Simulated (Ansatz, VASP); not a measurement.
**Ga: VASP beside Ansatz**

The input INCAR:

```
PREC     = Accurate       # precision mode
ENCUT    = 520            # plane-wave cutoff, eV
EDIFF    = 1E-6           # SCF threshold, eV
ISMEAR   = -1             # smearing method
SIGMA    = 0.1            # smearing width, eV
LREAL    = False          # projectors in reciprocal space
LASPH    = True           # aspherical terms in the spheres
NELM     = 60             # most SCF steps
ALGO     = Normal         # electronic algorithm
ISIF     = 2              # what is computed and relaxed
LWAVE    = False          # write WAVECAR
LCHARG   = False          # write CHGCAR
GGA      = PS             # functional
NBANDS   = 12             # bands
```

File KPOINTS:

```
regular mesh
0
Gamma
  15 15 15
```

POSCAR

```
Ga
1.0
    2.2187942943      0.0000000000      0.0000000000
    0.0000000000      2.2187942943      0.0000000000
    0.0000000000      0.0000000000      2.2187942943
Ga
1
Direct
    0.0000000000      0.0000000000      0.0000000000
```

Input for Ansatz:

```yaml
crystal:
  lattice:
    - [2.2187942943, 0.0, 0.0]
    - [0.0, 2.2187942943, 0.0]
    - [0.0, 0.0, 2.2187942943]
  atoms:
    - { symbol: Ga, position: [0.0, 0.0, 0.0] }
kpoints:
  mp_grid: { grid: [15, 15, 15] }
scf:
  occupations: { method: fermi_dirac, width: 0.1 }
hamiltonian:
  xc: pbesol
  pseudopotentials: { kind: all_electron, lapw: { basis_error: 0.001 } }
output:
  forces: true
  stress: true
  eigenvalues: true
  populations: true
```

Change from the starting cell: volume scaled by 0.58, LAPW.

Alike in both runs: task single point; functional PBEsol; k mesh 15 × 15 × 15; occupations fermi-dirac, width 0.1 eV; no spin polarisation.

|  | VASP | Ansatz |
| --- | --- | --- |
| version | VASP 6.6.1 | Ansatz 0.2.0 |
| potentials or method | VASP PAW PBE potentials, release 64 (Ga_d) | all-electron LAPW, scalar-relativistic |
| plane-wave cutoff (eV) | 520 | see its input |

```tsv
	VASP	Ansatz	Ansatz less VASP
pressure (GPa)	117.4	116.8	-0.56
```

Ansatz ran all-electron here, so the differences hold the error of VASP's frozen core and of both bases.

Caveats: the cell as given lies far from equilibrium; so large a pressure means that the cell lies far from this level's equilibrium, or that cutoff or potentials fall short (VASP); the potentials were made for another functional, which shifts forces and pressure (VASP).
